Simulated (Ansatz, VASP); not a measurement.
## One calculation of WC, two programs

Contents of INCAR:

```
SYSTEM = WC
  PREC = Accurate
  ENCUT = 520
  EDIFF = 1E-6
  ISMEAR = -1
  SIGMA = 0.05
  LREAL = .False.
  LASPH = .True.
  NELM = 100
  ALGO = Normal
  ISIF = 2
  LWAVE = .False.
  LCHARG = .True.
  GGA = PS
  LELF = .True.
  LVHAR = .True.
  NBANDS = 16
```

The input KPOINTS:

```
Automatic mesh
0
Gamma
  13 13 12
  0 0 0
```

The input POSCAR:

```
WC
1.0
    2.9005014360      0.0000000000      0.0000000000
   -1.4502507180      2.5119079273      0.0000000000
    0.0000000000      0.0000000000      2.7724200000
W C
1 1
Direct
    0.0000000000      0.0000000000      0.0000000000
    0.6666666667      0.3333333333      0.5000000000
```

Input for Ansatz:

```yaml
crystal:
  lattice:
    - [2.900501436, 0.0, 0.0]
    - [-1.450250718, 2.5119079273, 0.0]
    - [0.0, 0.0, 2.77242]
  atoms:
    - { symbol: W, position: [0.0, 0.0, 0.0] }
    - { symbol: C, position: [0.6666666667, 0.3333333333, 0.5] }
kpoints:
  mp_grid: { grid: [13, 13, 12] }
  band_path:
    path:
      - [0.0, 0.0, 0.0]
      - [0.5, 0.0, 0.0]
      - [0.3333333333, 0.3333333333, 0.0]
      - [0.0, 0.0, 0.0]
      - [0.0, 0.0, 0.5]
      - [0.5, 0.0, 0.5]
      - [0.3333333333, 0.3333333333, 0.5]
      - [0.0, 0.0, 0.5]
      - [0.5, 0.0, 0.5]
    npoints: 5
scf:
  occupations: { method: fermi_dirac, width: 0.05 }
hamiltonian:
  xc: pbesol
  pseudopotentials: { kind: all_electron, lapw: { basis_error: 0.001 } }
output:
  forces: true
  stress: true
  eigenvalues: true
```

Change from the starting cell: zz strain of -2 %.

Alike in both runs: task single point; functional PBEsol; k mesh 13 × 13 × 12; occupations fermi-dirac, width 0.05 eV; no spin polarisation.

|  | VASP | Ansatz |
| --- | --- | --- |
| version | VASP 6.6.1 | Ansatz 0.2.0 |
| potentials or method | VASP PAW PBE potentials, release 64 (W_sv, C) | all-electron LAPW, scalar-relativistic |
| plane-wave cutoff (eV) | 520 | see its input |

```tsv
	VASP	Ansatz	Ansatz less VASP
pressure (GPa)	10.2	8.8	-1.40
largest component of the traceless stress (GPa)	11.51	11.19	-0.312
```

Ansatz ran all-electron here, so the differences hold the error of VASP's frozen core and of both bases.

Caveats: the PAW data sets were made with another functional, which shifts forces and pressure a little (VASP). The runs have no spin-orbit coupling, so splittings on W are missing.
